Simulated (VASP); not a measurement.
**ZnS in VASP: one cell, several levels of theory**

What does VASP give for ZnS (rocksalt), strained and with displaced atoms, the cell held fixed? Runs: PBE, r2SCAN. The results are then set beside those of Ansatz 0.2.0 for the same cell. This is a trial cell built on a prototype, not taken from a measured structure, and it needn't be the compound's ground state.

Code: VASP 6.6.1. PAW datasets, plane waves. Note: simulated data, non-magnetic, for a generated structure that need not be the stable one.

### 1 The cell

The symmetry is P1 (No. 1, triclinic); conventional cell a = 3.522 Å, b = 3.551 Å, c = 3.568 Å, α = 62.1°, β = 61.9°, γ = 60.3°, 16.28 Å³ an atom. Zn has 6 S at 2.42–2.69 Å; S has 6 Zn at 2.42–2.69 Å.

Coordinates:

```
CELL_PARAMETERS angstrom
-0.03820 2.56970 2.62350
2.48440 0.04850 2.53680
2.51330 2.51200 0.01960
ATOMIC_POSITIONS crystal
Zn 0.04090 0.99160 0.96090
S 0.49350 0.49500 0.49570
```

### 2 Single point with PBE

INCAR reads:

```
ENCUT = 520.000000
SIGMA = 0.020000
EDIFF = 1.00e-07
GGA = PE
PREC = Accurate
IBRION = -1
ISIF = 2
ISMEAR = -1
NBANDS = 16
NELM = 120
NSW = 0
LASPH = .TRUE.
LCHARG = .FALSE.
LWAVE = .FALSE.
LREAL = .FALSE.
```

KPOINTS reads:

```
KPOINTS created by Atomic Simulation Environment
0
Gamma
8 8 8
0 0 0
```

POSCAR reads:

```
Zn S
 1.0000000000000000
    -0.0382000000000000    2.5697000000000001    2.6234999999999999
     2.4843999999999999    0.0485000000000000    2.5367999999999999
     2.5133000000000001    2.5120000000000000    0.0196000000000000
 Zn  S
   1   1
Cartesian
  4.8769986300000001  2.5669741300000002  2.6416256699999998
  2.4567691099999998  2.5373528500000000  2.5601289700000001
```

Potentials: the recommended PBE PAW datasets, 18 valence electrons in the neutral cell.

### 3 r2SCAN

INCAR: that of step 2 with these lines changed.

```diff
@@ -3,3 +3,4 @@
 EDIFF = 1.00e-07
-GGA = PE
+ALGO = Normal
+METAGGA = R2SCAN
 PREC = Accurate
```

KPOINTS is that of step 2.

POSCAR is that of step 2.

What does the calculation give? Wanted: for each run, gap; pressure; largest force; Ansatz: gap; Ansatz: pressure; Ansatz: force.

The runs gave:

```
 level  gap (eV)  pressure (GPa)  largest force (eV/Å)  Ansatz: gap (eV)  Ansatz: pressure (GPa)  Ansatz: force (eV/Å)
   PBE    -0.41*            2.96                 0.124             -0.40                    2.80                 0.116
r2SCAN     0.02*            0.73                 0.102              0.02                    0.59                 0.097
```

A negative gap is an overlap of bands. A star marks a gap among the mesh's points alone.

**Reading.** No gap over 0.02 eV opens at any of these levels. The pressure is highest with PBE (3.0 GPa) and lowest with r2SCAN (0.7 GPa), which orders the cells that they would relax to. Forces up to 0.12 eV/Å (PBE) show atoms off their equilibrium places at that level; the least is 0.102 eV/Å (r2SCAN). The two codes have different PAW datasets and cutoffs.
